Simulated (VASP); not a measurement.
NiO:

```
CELL_PARAMETERS angstrom
0.00000 2.09131 2.09131
2.09131 0.00000 2.09131
2.09131 2.09131 0.00000
ATOMIC_POSITIONS crystal
Ni 0.00000 0.00000 0.00000
O 0.50000 0.50000 0.50000
```

Base run:

```yaml
Program: VASP 6.6.1
Functional: LDA
Potentials_or_basis: VASP PAW LDA potentials, release 64 (Ni, O)
Cutoff: 520 eV
k_mesh: 8 × 8 × 8
Occupations: gaussian, width 0.05 eV
Spin: collinear spin, ferromagnetic start
Starting_moments: "[1.0, 0.0] μB"
```

Its results: band gap on the k mesh none (metal or under the smearing width); pressure -20.4 GPa; net moment 0.73 μB per cell; site moments Ni +0.60; O +0.11 μB.

Task: The run is repeated on the same cell with these changes: further incar settings from ALGO = Normal; EDIFF = 1e-06; NBANDS = 19 to ALGO = Normal; EDIFF = 1e-07; NBANDS = 19; hubbard terms from none to Ni d U = 8 eV. What comes out?

Result: Band gap on the k mesh 2.75 eV, indirect (least direct gap 3.47 eV); pressure -19.7 GPa; net moment 2.00 μB per cell; site moments Ni +1.84; O +0.16 μB.

Caveats: a cell with one magnetic atom can't hold antiferromagnetic order, which such compounds often take; so large a pressure means that the cell lies far from this level's equilibrium, or that cutoff or potentials fall short (some runs); semilocal functionals often make such compounds metallic where correlation or magnetic order opens a gap, which also shifts bond lengths (some runs).

A k mesh can miss the band edges.

Not every run made on this cell is shown here.
